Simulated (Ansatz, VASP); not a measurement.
# GaSb in two plane-wave programs

Wanted: the spread between two codes on one cell, functional and k mesh. The structure shown is the end of the Ansatz relaxation below.

Method: plane waves, with VASP 6.6.1 beside it; LDA, in Ansatz 0.2.0.

### Step 1. Starting point

Symmetry: I-4m2, No. 119, tetragonal system. The conventional cell has a = 4.192 Å, b = 4.192 Å, c = 6.159 Å, α = 90.00°, β = 90.00°, γ = 90.00°. Nearest to Ga lie 4 Sb at 2.60 Å. Nearest to Sb lie 4 Ga at 2.60 Å. Farther neighbours are not listed.

### Step 2. Ansatz: relaxation, LDA

Ansatz runs on its PAW soft_1 files.

This run makes the geometry at which the two programs are then compared.

The input, input.yaml:

```yaml
crystal:
  lattice:
    - [0.0, 2.9638788139, 3.0521446476]
    - [2.9638788139, 0.0, 3.0521446476]
    - [2.9638788139, 2.9638788139, 0.0]
  atoms:
    - { symbol: Ga, position: [0.0, 0.0, 0.0] }
    - { symbol: Sb, position: [0.75, 0.75, 0.75] }
  conventional_axes: [[-1, 1, 1], [1, -1, 1], [1, 1, -1]]
kpoints:
  mp_grid: { grid: [12, 12, 12] }
hamiltonian:
  xc: lda
  pseudopotentials: { kind: paw, azcp: { folder: soft_1 }, xc_functional: pbe }
scf:
  occupations: { method: methfessel_paxton, width: 0.2 }
output:
  forces: true
  stress: true
  eigenvalues: true
relax:
  adjacent_minimum: "off"
  f_tol: 0.001
  max_steps: 60
  cell: { stress_tol: 0.01, fix: [a, b, gamma] }
```

Launch:

```
$ ansatz run input.yaml --threads 4 --pin off --max-ram 10240MiB --backend cpu --events-out ev --progress --plain --runs-dir out
```

Numbers of over 12 decimals in the logs are rounded to 6 here.

What it wrote:

```text
Engine: ansatz 0.2.0, x86_64-unknown-linux-gnu
Pseudopotentials: kind: paw
Pseudopotential: Ga, paw, valence charge 13, recommended cutoff 420 eV (normal), soft_1/Ga.paw.azcp
Pseudopotential: Sb, paw, valence charge 15, recommended cutoff 420 eV (normal), soft_1/Sb.paw.azcp
Functional definition: SPW92
  exchange = slater_x
  correlation = pw_c
Crystal: 2 atoms, lattice volume = 53.624 Å³
Basis set: ecut = 420 eV, 1031 PW (Γ)
Bands: 18, of which v1, the nominal top of the filled ones, is band 14 counted from 1 (13 counted from 0)
Symmetry: 8 space group operations
Space group: I-4m2 (ITA 119), of the structure as read, at distance tolerance 3.8e-5 Å
k-points: 163 of 1728 (time reversal used)
Non-local potential: Ga, projectors of the file, l = 0: 2, l = 1: 2, l = 2: 3, l = 3: 1
Non-local potential: Sb, projectors of the file, l = 0: 2, l = 1: 2, l = 2: 2, l = 3: 1
PAW form: soft (Blöchl's): semilocal exchange-correlation on the pseudo side does not see the compensation charge
PAW frozen core: Ga, regenerated for the run's functional, and the local potential with it (the file was generated under x = pbe(κ = 0.804, μ = 0.219515), c = pbe(β = 0.066725))
PAW frozen core: Sb, regenerated for the run's functional, and the local potential with it (the file was generated under x = pbe(κ = 0.804, μ = 0.219515), c = pbe(β = 0.066725))
PAW one-centre angular grid: Ga, 590 points (default); XC on 64 Gauss nodes
PAW one-centre angular grid: Sb, 590 points (default); XC on 64 Gauss nodes
Initial density: superposition of atomic densities (chi_scale 0.1, normalization cell, long waves kept (reshape's long-wave potential 0.00 eV rms))
Initial wavefunctions: pseudopotential atomic-orbital guess
Functional: x = slater, c = lda
SCF iter   1: F=—  HF=-10043.239872 eV  |F-HF|=—  |Δ(HF+E_count)|=         —  Δρ=3.24e-2  dr2=4.70e-1  ethr=3.10e-3  ⟨swp⟩=5.6  Hψ=15047  notcnv=0
preconditioner: auto → none  [insulator: Δε(μ)=0.159 eV  Ē_g=15.098 eV  σ=0.200 eV  W_gap=0.60  n_scr=14 (ndim 8)  ℏωp=21.5 eV  f_vac=0.001  D(μ)=0.02/eV (n_scr^D=0)  ε∞_Penn≈3.0]
SCF iter   2: F=—  HF=-10043.120743 eV  |F-HF|=—  |Δ(HF+E_count)|=   1.19e-1  S|Δr|=    0.00e0  Δρ=1.44e-2  dr2=7.05e-2  ethr=1.68e-3  ⟨swp⟩=2.0  Hψ=4884  notcnv=0
SCF iter   3: F=—  HF=-10043.112744 eV  |F-HF|=—  |Δ(HF+E_count)|=   8.00e-3  S|Δr|=    0.00e0  Δρ=5.14e-3  dr2=1.22e-2  ethr=2.52e-4  ⟨swp⟩=2.0  Hψ=5018  notcnv=0
SCF iter   4: F=—  HF=-10043.107560 eV  |F-HF|=—  |Δ(HF+E_count)|=   5.18e-3  S|Δr|=    0.00e0  Δρ=9.70e-4  dr2=2.78e-4  ethr=4.36e-5  ⟨swp⟩=2.0  Hψ=4401  notcnv=0
SCF iter   5: F=—  HF=-10043.107483 eV  |F-HF|=—  |Δ(HF+E_count)|=   7.68e-5  S|Δr|=    0.00e0  Δρ=4.57e-4  dr2=3.59e-5  ethr=9.91e-7  ⟨swp⟩=2.0  Hψ=4404  notcnv=0
SCF iter   6: F=—  HF=-10043.107481 eV  |F-HF|=—  |Δ(HF+E_count)|=   2.17e-6  S|Δr|=    0.00e0  Δρ=2.08e-5  dr2=1.67e-7  ethr=1.28e-7  ⟨swp⟩=2.0  Hψ=4583  notcnv=0
SCF iter   7: F=-10043.107481 eV  HF=-10043.107481 eV  |F-HF|=3.16e-9  |Δ(HF+E_count)|=   2.37e-8  S|Δr|=    0.00e0  Δρ=4.87e-6  dr2=8.00e-9  ethr=3.57e-10  ⟨swp⟩=7.0  Hψ=14979  notcnv=0
SCF 1 converged in 7 iterations: F = -10043.107481 eV  dr2 = 8.00e-9
  greatest PAW one-centre occupation: 0.996 electrons in one spin orbital (limit 2), on the Sb atom at site 1 (counted from 0), in its partial waves of l = 2
relax step   1: F+E_penalty+E_count = -10043.10748097 eV  Δ(F+E_penalty+E_count) = +0.000e0 eV  max|allowed force component| = 5.378e-17 eV/Å  Δτ_max = 0.0000 Å  P = +1.860 GPa  Ω = 53.624 Å³  fix = [a, b, gamma]  reactions: a +2.352, b +2.352 GPa  (7 SCF iters, dr2 threshold 1.00e-7 eV, accepted)
[...]
relax step   2: F+E_penalty+E_count = -10043.10868637 eV  Δ(F+E_penalty+E_count) = -1.205e-3 eV  max|allowed force component| = 7.806e-18 eV/Å  Δτ_max = 0.0000 Å  P = +1.217 GPa  Ω = 54.172 Å³  energy of the carried Pulay correction = -6.049e-5 eV  fix = [a, b, gamma]  reactions: a +1.891, b +1.891 GPa  (4 SCF iters, dr2 threshold 2.00e-7 eV, accepted)
[...]
relax step   3: F+E_penalty+E_count = -10043.10872332 eV  Δ(F+E_penalty+E_count) = -3.695e-5 eV  max|allowed force component| = 3.860e-17 eV/Å  Δτ_max = 0.0000 Å  P = +1.298 GPa  Ω = 54.101 Å³  energy of the carried Pulay correction = -5.271e-5 eV  fix = [a, b, gamma]  reactions: a +1.948, b +1.948 GPa  (4 SCF iters, dr2 threshold 4.24e-8 eV, accepted)
[...]
relax step   4: F+E_penalty+E_count = -10043.10877618 eV  Δ(F+E_penalty+E_count) = -5.286e-5 eV  max|allowed force component| = 4.575e-17 eV/Å  Δτ_max = 0.0000 Å  P = +1.298 GPa  Ω = 54.101 Å³  fix = [a, b, gamma]  reactions: a +1.948, b +1.948 GPa  stress off target by 2.21e-3 GPa on what of the cell is left free  SCF on the basis re-selected at this cell (its energy is not comparable with the rows above)  (6 SCF iters)
basis re-selected at this cell: Δ(F+E_penalty+E_count) = -5.286e-5 eV, ΔP = -0.000 GPa vs the last step (what re-selecting the basis moved, of the pressure what is left beyond the Pulay correction that the steps carried, after the strain that the cell walked since its last selection, with what the two solves' SCF thresholds leave and, on support functions, any second-order correction that the steps lacked; it is no m [...]
SCF converged after 6 iterations
Stability not checked: this state was not tested for a lower state beside it, because cold or Methfessel-Paxton smearing, or corrected tetrahedra, fill the levels in a way that the test cannot read (fill_not_monotonic; see scf.lower_state_search)
Free energy (F): -10043.108776 eV
Harris-Foulkes:  -10043.108776 eV  (|F-HF|=3.64e-12)
Internal energy: -10043.109219 eV  (E = F + TS)
E sigma→0 (E₀):  -10043.108887 eV
Entropy (-TS):   0.000443 eV (0.221 meV/atom)
Fermi energy:    8.413286 eV
Step filling:    the computed levels leave a gap of 0.1414 eV = 0.7 smearing widths at the electron count; against every level under it full and every level over it empty, smearing changes F+E_penalty+E_count by +0.137 meV and its σ→0 estimate by +0.026 meV
--- Per-component energies (eV) ---
  E_band       = -249.580157
  E_kinetic    = 278.443365
  E_local      = -3311.269258  (includes V_loc(G=0)·N_el)
  E_nonlocal   = 303.249714
  E_hartree    = 1699.764935
  E_xc         = -161.850356
  E_vxc        = -148.044370  (∫ρ·V_xc dr)
  E_paw        = -6311.788315  (= ΣΔE_a)
  E_vpaw       = -771.489378  (= ΣTr[D̂ρ^β])
  E_aug_tail   = -0.000075  (compensation charges beyond the density's cutoff)
  E_ewald      = -2541.946521
  E_core_change = 2.287292  (= ΣΔE_core)
  E_smearing   = 0.000443  (= −TS)
  E_closure    = 0.000000  (closes the sum)
  Σ components = -10043.108776   (vs F -10043.108776, Δ=0.00e0)
--- Forces (eV/Å), atoms counted from 1 ---
  atom   1  Ga     0.00000000    -0.00000000     0.00000000
  atom   2  Sb     0.00000000     0.00000000     0.00000000
  max |Σ_I F_I| component: 1.03e-16 eV/Å
--- Stress (GPa, compression-positive) ---
        1.948270       0.000000      -0.000000
        0.000000       1.948270      -0.000000
       -0.000000      -0.000000      -0.002211
  P = ⅓ Tr σ = 1.2981 GPa (12.981 kbar)
--- Band table (eV; the first three rows and the last of 163) ---
  k-point 0: bands = [... 10 lower, -3.6787, 8.0946, 8.3400, 8.3400, 8.4814, 10.9907, 10.9907, 11.1049]
  k-point 1: bands = [... 10 lower, -3.6022, 6.9542, 8.0390, 8.2110, 9.2782, 11.1761, 11.1773, 11.3809]
  k-point 2: bands = [... 10 lower, -3.3772, 5.4787, 7.7173, 7.9246, 9.3273, 11.5884, 11.5955, 12.3284]
  k-point 162: bands = [... 10 lower, -1.1247, 1.0330, 5.6549, 5.6549, 9.2474, 9.5009, 17.2470, 17.2470]
--- Relaxed structure (3 steps of the walk, 3 accepted, 1 SCFs on fresh bases) ---
  F+E_penalty+E_count = -10043.10877618 eV   max|allowed force component| = 4.575e-17 eV/Å   (the final SCF, on the basis selected at the relaxed cell)
  cell:  # Å, volume = 54.1008 Å³
    - [0, 2.9638788139, 3.079305]
    - [2.9638788139, 0, 3.079305]
    - [2.9638788139, 2.9638788139, 0]
  atoms:
    - { symbol: Ga, position: [0, 0, 0] }
    - { symbol: Sb, position: [0.750000, 0.750000, 0.750000] }
```

The column dr2 measures how far the density is from self-consistency, as an energy; F and HF (Harris–Foulkes) agree once it is small.

### Step 3. VASP: single point, LDA

The same cell, functional (in two slightly different forms), mesh and smearing now go to VASP, with its own data sets.

Lines of VASP's logs that name or quote its potential files are left out, and so is its time.

The input, INCAR:

```
SYSTEM = GaSb
PREC = Accurate
ENCUT = 500
EDIFF = 1E-06
NELM = 120
ISMEAR = 1
SIGMA = 0.2
LREAL = .FALSE.
ALGO = Normal
GGA = PW92
NBANDS = 15
LORBIT = 11
LWAVE = .FALSE.
LCHARG = .FALSE.
ISIF = 2
LASPH = .TRUE.
GGA_COMPAT = .FALSE.
EFERMI = MIDGAP
KPAR = 2
```

The input, POSCAR:

```
GaSb
1.0
    0.0000000000      2.9638788139      3.0793050470
    2.9638788139      0.0000000000      3.0793050470
    2.9638788139      2.9638788139      0.0000000000
Ga Sb
1 1
Direct
    0.0000000000      0.0000000000      0.0000000000
    0.7500000000      0.7500000000      0.7500000000
```

The input, KPOINTS:

```
Automatic mesh
0
Gamma
12 12 12
0 0 0
```

The projector-augmented-wave data sets are Ga_d and Sb (LDA family, release 64).

Launch:

```
$ mpirun -np 2 vasp_std
```

What it wrote:

```text
[banner, memory and clock lines left out]
running    2 mpi-ranks, on    1 nodes
 distrk:  each k-point on    1 cores,    2 groups
 distr:  one band on    1 cores,    1 groups

 POSCAR found type information on POSCAR GaSb
 POSCAR found :  2 types and       2 ions
|                                                                             |
|               ----> ADVICE to this user running VASP <----                  |
|                                                                             |
|     You enforced a specific xc type in the INCAR file but a different       |
|     [... a line on the potential file left out ...]
|     I HOPE YOU KNOW WHAT YOU ARE DOING!                                     |
|                                                                             |

 LDA part: xc-table for (Slater(with rela. corr.)+PW92), standard interpolation
 POSCAR, INCAR and KPOINTS ok, starting setup
 FFT: planning ... GRIDC
 FFT: planning ... GRID_SOFT
 FFT: planning ... GRID
 WAVECAR not read
 entering main loop
       N       E                     dE             d eps       ncg     rms          rms(c)
DAV:   1     0.809785860387E+02    0.80979E+02   -0.85488E+03  4938   0.146E+03
DAV:   2    -0.251987562598E+01   -0.83498E+02   -0.80700E+02  5744   0.303E+02
DAV:   3    -0.867473537434E+01   -0.61549E+01   -0.61349E+01  5772   0.682E+01
DAV:   4    -0.878434061891E+01   -0.10961E+00   -0.10959E+00  6179   0.103E+01
DAV:   5    -0.878688398479E+01   -0.25434E-02   -0.25433E-02  6131   0.136E+00    0.351E+00
DAV:   6    -0.869077026053E+01    0.96114E-01   -0.77349E-02  7300   0.455E+00    0.205E+00
DAV:   7    -0.865184350346E+01    0.38927E-01   -0.57398E-02  5590   0.192E+00    0.299E-01
DAV:   8    -0.865164713091E+01    0.19637E-03   -0.50068E-03  6216   0.876E-01    0.109E-01
DAV:   9    -0.865171782034E+01   -0.70689E-04   -0.36033E-04  5803   0.168E-01    0.414E-02
DAV:  10    -0.865170978389E+01    0.80364E-05   -0.18347E-05  6356   0.373E-02    0.139E-02
DAV:  11    -0.865171197341E+01   -0.21895E-05   -0.43659E-06  5772   0.195E-02    0.551E-03
DAV:  12    -0.865171193224E+01    0.41168E-07   -0.20619E-07  3782   0.349E-03
   1 F= -.86517119E+01 E0= -.86518636E+01  d E =0.455116E-03
```

From OUTCAR (step 3):

```text
ion  position               nearest neighbor table
   1  0.000  0.000  0.000-   2 2.60   2 2.60   2 2.60   2 2.60
   2  0.750  0.750  0.750-   1 2.60   1 2.60   1 2.60   1 2.60

  LATTYP: Found a body centered tetragonal cell.
 ALAT       =     4.1915576158
 C/A-ratio  =     1.4692891422

 Subroutine GETGRP returns: Found  8 space group operations
 (whereof  8 operations were pure point group operations)

The static configuration has the point symmetry D_2d.

 Found    163 irreducible k-points:

   k-points           NKPTS =    163   k-points in BZ     NKDIM =    163   number of bands    NBANDS=     15

   dimension x,y,z NGX =    32 NGY =   32 NGZ =   32
   dimension x,y,z NGXF=    64 NGYF=   64 NGZF=   64

   ENCUT  =  500.0 eV  36.75 Ry    6.06 a.u.   7.79  7.79  7.64*2*pi/ulx,y,z

   NELECT =      18.0000    total number of electrons

 k-points in reciprocal lattice and weights: Automatic mesh
   0.00000000  0.00000000  0.00000000       0.001
   0.08333333 -0.00000000  0.00000000       0.005
   0.16666667  0.00000000  0.00000000       0.005
   0.25000000 -0.00000000  0.00000000       0.005
   0.33333333  0.00000000  0.00000000       0.005
   0.41666667 -0.00000000  0.00000000       0.005
   0.50000000 -0.00000000  0.00000000       0.002
   0.08333333  0.08333333  0.00000000       0.001
   0.16666667  0.08333333  0.00000000       0.005
[...]
-0.33333333  0.16666667  0.50000000       0.002
  -0.25000000  0.25000000  0.50000000       0.001

 average (electrostatic) potential at core
       1 -66.3913       2 -88.1290

 E-fermi :   5.4555

 k-point     1 :       0.0000    0.0000    0.0000
  band No.  band energies     occupation
    ...
      5      -9.9280      2.00000
      6      -6.6360      2.00000
      7       5.1201      2.03913
      8       5.3660      1.67974
      9       5.3660      1.67974
     10       5.5555      0.26004
     11       7.9895     -0.00000
     12       7.9895     -0.00000
     13       8.1031     -0.00000
     14      10.9557      0.00000
    ...

 k-point     2 :       0.0833   -0.0000    0.0000
  band No.  band energies     occupation
    ...
      5      -9.9281      2.00000
      6      -6.5595      2.00000
      7       3.9957      2.00000
      8       5.0641      2.01832
      9       5.2360      2.06502
     10       6.3288     -0.00000
     11       8.1748     -0.00000
     12       8.1789     -0.00000
     13       8.3837     -0.00000
     14      11.3974      0.00000
    ...

 k-point     3 :       0.1667    0.0000    0.0000
  band No.  band energies     occupation
    ...
      5      -9.9281      2.00000
      6      -6.3341      2.00000
      7       2.5153      2.00000
      8       4.7406      2.00001
      9       4.9482      2.00196
     10       6.3679     -0.00000
     11       8.5856     -0.00000
     12       8.5938     -0.00000
     13       9.3453     -0.00000
     14      12.2313      0.00000
    ...

  Total        0.7201245      0.7201245      0.0617470      0.0000000      0.0000000     -0.0000000
  in kB       21.3262538     21.3262538      1.8286189      0.0000000      0.0000000     -0.0000000
  external PRESSURE =      14.8270422 kB  Pullay stress =       0.0000000 kB

  energy-cutoff  :      500.00
  volume of cell :       54.10
      direct lattice vectors                 reciprocal lattice vectors
     0.000000000  2.963878814  3.079305047    -0.168697856  0.168697856  0.162374300
     2.963878814  0.000000000  3.079305047     0.168697856 -0.168697856  0.162374300
     2.963878814  2.963878814  0.000000000     0.168697856  0.168697856 -0.162374300

 POSITION                                       TOTAL-FORCE (eV/Angst)
 -----------------------------------------------------------------------------------
      0.00000      0.00000      0.00000         0.000000      0.000000      0.000000
      4.44582      4.44582      4.61896        -0.000000     -0.000000      0.000000
 -----------------------------------------------------------------------------------
    total drift:                                0.000000      0.000000     -0.000002

  FREE ENERGIE OF THE ION-ELECTRON SYSTEM (eV)
  ---------------------------------------------------
  free  energy   TOTEN  =        -8.6517119322 eV

  energy  without entropy=       -8.6521670479  energy(sigma->0) =       -8.65186364

 total charge
# of ion       s       p       d       tot
------------------------------------------
    1        0.920   0.821   9.969  11.711
    2        1.134   1.379   0.033   2.546
--------------------------------------------------
tot          2.054   2.201  10.002  14.257

[... 3 further parts left out ...]
```

Methfessel-Paxton smearing is not meant for a cell with a gap.

### Step 4. Differences

Known differences besides the potentials themselves: the data sets hold 28 valence electrons in Ansatz (on its PAW soft_1 files) and 18 in VASP; the cutoff is 420 eV in Ansatz and 500 eV in VASP; VASP's log shows a relativistic correction to its local exchange, Ansatz's none; Ansatz's pressure holds a Pulay correction, VASP's none. Total energies have different zeros and are not compared.

Both answers:

| quantity | Ansatz | VASP | difference |
| --- | --- | --- | --- |
| pressure (GPa) | 1.30 | 1.48 | -0.18 |

### Step 5. What came out

| Property | Result |
| --- | --- |
| difference in pressure (single point, LDA) | -0.18 GPa |

What this shows: The difference in pressure is -0.18 GPa (single point, LDA), within the 1 GPa picked in this series as the mark of a large difference. The data sets hold unlike numbers of valence electrons (28 in Ansatz and 18 in VASP), so part of the differences may come from the potentials. Such differences can come from data sets, numerical settings and the points named under the comparisons, not from the functional's error against experiment.

[Lines on the potential files, build, host, timing and source positions are cut from VASP's logs without a mark.]

[Logs are printed without paths, hosts, clocks, repeated set-up lines and the standing remarks that a program may print on its own settings, such as how far it seeks lower states.]

[Hosts, paths, dates, database ids (printed as entryN), source tags and the programs' standing remarks are cut or masked in the printed files.]
